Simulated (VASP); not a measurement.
Runs of VASP 6.6.1 on B. The structure is cubic, space group Pm-3m (No. 221). The conventional cell has a = 1.885 Å, b = 1.885 Å, c = 1.885 Å, α = 90.00°, β = 90.00°, γ = 90.00°. Around B (site symmetry m-3m) lie 6 B at 1.89 Å. The cell was built by a generator and needn't be a form met in nature.

| cutoff (eV) | screening parameter | other keys | gap on the mesh (eV) | pressure (GPa) |
| --- | --- | --- | --- | --- |
| 520 | 0.6 | - | none | (a) |
| 520 | 0.4 | - | none | -3.7 |
| 520 | 0.1 | - | none | -5.0 |
| 700 | 0.1 | ENCUT = 700 | none | -5.0 |
| 520 | 0.2 | - | none | -4.6 |

Alike in all rows: task single point; level HSE(alpha, omega); potentials or basis VASP PAW PBE potentials, release 64 (B); no spin polarisation; cell as given; k mesh 7 × 7 × 7; smearing fermi-dirac 0.05 eV; the mesh is coarse, so values aren't converged.

Q: Fill in the values left out.

A: (a) -3.0.

Caveats: all runs use coarse meshes; the PAW data sets were made with another functional, which shifts forces and pressure a little.

A gap of «none» marks a metal or a gap under the smearing width.
